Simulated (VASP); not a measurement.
Given:

```xyz
2
Lattice="0.0000 3.0784 3.0784 3.0784 0.0000 3.0784 3.0784 3.0784 0.0000" Properties=species:S:1:pos:R:3 pbc="T T T"
Al     0.0000     0.0000     0.0000
Sb     1.5392     1.5392     1.5392
```

Computed with PBE GGA with D3 dispersion (Becke-Johnson damping), VASP's PBE PAW potentials (set 64) (plane waves; VASP). Settings: 520 eV cut-off, 8×8×8 Γ-centred mesh, Gaussian smearing of 0.050 eV, potentials Al Sb.

Unless said otherwise, spin-orbit coupling is left out, though it shifts the bands of the heavy elements here.

Question: What does the run give for the energy per atom (σ→0), band gap (on the k-mesh) with the smallest direct gap where there is one?

Answer: 
```json
{
 "band gap (on the k-mesh)": "1.23 eV",
 "smallest direct gap (on the k-mesh)": "1.54 eV",
 "energy per atom (σ→0)": "-4.420 eV/atom"
}
```

Total energies compare only between runs with the same potentials, cut-off and functional.

The compound is AlSb in the zinc blende structure. It was relaxed first.
